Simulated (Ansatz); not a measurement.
**AlGaN2: how the axes shrink under pressure**

AlGaN2, P-4m2, a = 3.139 Å, c = 4.422 Å. The structure is a Materials Project entry; whether it is the stable form wasn't checked. Ansatz: r2SCAN, PAW, 500 eV, Γ-centred 8×8×6 mesh on 4 atoms, Gaussian smearing 0.02 eV; no spin polarisation. Cell and atoms are relaxed at each pressure, and no other structure is tried, so the rows at high pressure may lie past a change of phase. y = 100 ln(c/c0) with c0 = 4.4224 Å, so nearly a change in per cent. The pressures are the targets, met within 0.06 GPa.

| P (GPa) | y | 100 ln(a/a0) |
| --- | --- | --- |
| -2.0 | ? | ? |
| 0.0 | 0.00 | 0.00 |
| 2.0 | -0.33 | -0.32 |
| 5.0 | -0.80 | -0.78 |
| 10.0 | -1.53 | -1.48 |
| 20.0 | -2.87 | -2.71 |
| 40.0 | -5.15 | -4.74 |

Problem. Fit y = c1 P + c2 P² to the other rows, give the linear compressibility along c, and predict the missing y.

Solution. Least squares on the rows shown. y = −0.1600 P + 0.0007843 P². The linear compressibility along c is −c1/100 = 1.60 per TPa, against 1.55 along a from the same fit to the last column (its missing entry is 0.32): the crystal is about as stiff along both at low pressure. The runs next to zero pressure give 1.71 and 1.60, so a parabola over the whole range misstates the start. At P = -2.0 the fit asked for gives 0.32. The run gave 0.35, so the fit is 0.03 too low, a small miss on the scale of the series.